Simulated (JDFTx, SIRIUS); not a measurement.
C: programs and potentials compared

```
CELL_PARAMETERS angstrom
0.00000 1.78337 1.78337
1.78337 0.00000 1.78337
1.78337 1.78337 0.00000
ATOMIC_POSITIONS crystal
C 0.75000 0.75000 0.75000
C 0.50000 0.50000 0.50000
```

Alike in all runs: task single point; functional LDA; k mesh 13 × 13 × 13; occupations fermi-dirac, width 0.05 eV; no spin polarisation; no spin-orbit coupling. LDA stands for any of its common fits. Pressure is positive in compression and, in plane waves, holds the error of the finite cutoff.

| program and potentials | plane-wave cutoff (eV) | notes | pressure (GPa) |
| --- | --- | --- | --- |
| JDFTx, PseudoDojo-SR-LDA-0.4.1-standard with smoothed tails | 1116 | - | -11.13 |
| SIRIUS, PseudoDojo 0.4.1 PBE standard (scalar relativistic) | 1127 | potentials made for PBE | -4.97 |
| JDFTx, SG15-PBE-1.2 with smoothed tails | 1361 | potentials made for PBE | -3.00 |
| JDFTx, PseudoDojo-SR-LDA-0.4.1-standard | 1116 | - | -11.21 |

The pressure spans -11.21 (JDFTx, PseudoDojo-SR-LDA-0.4.1-standard) to -3.00 GPa (JDFTx, SG15-PBE-1.2 with smoothed tails).

Differences between rows come from potentials, basis sets and numerical settings, since the functional is the same but for its coding. Runs on potential files found faulty are left out.
